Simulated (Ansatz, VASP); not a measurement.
# One calculation of Sc, two programs

```
Sc
1.0
     2.18039    0.00000    0.00000
     0.00000    2.18039    0.00000
     0.00000    0.00000    2.18039
Sc
1
Direct
  0.00000 0.00000 0.00000
```

Change from the starting cell: volume scaled by 0.45, LAPW.

Alike in both runs: task single point; functional LDA; k mesh 15 × 15 × 15; occupations fermi-dirac, width 0.05 eV; no spin polarisation.

```csv
,VASP,Ansatz
version,VASP 6.6.1,Ansatz 0.2.0
potentials or method,"VASP PAW LDA potentials, release 64 (Sc_sv), cutoff 520 eV","all-electron LAPW, scalar-relativistic"
```

|  | VASP | Ansatz | Ansatz less VASP |
| --- | --- | --- | --- |
| pressure (GPa) | 135.6 | 128.9 | -6.69 |

Ansatz ran all-electron here, so the differences hold the error of VASP's frozen core and of both bases.

Caveats: the cell as given lies far from equilibrium; so large a pressure means that the cell lies far from this level's equilibrium, or that cutoff or potentials fall short (VASP).
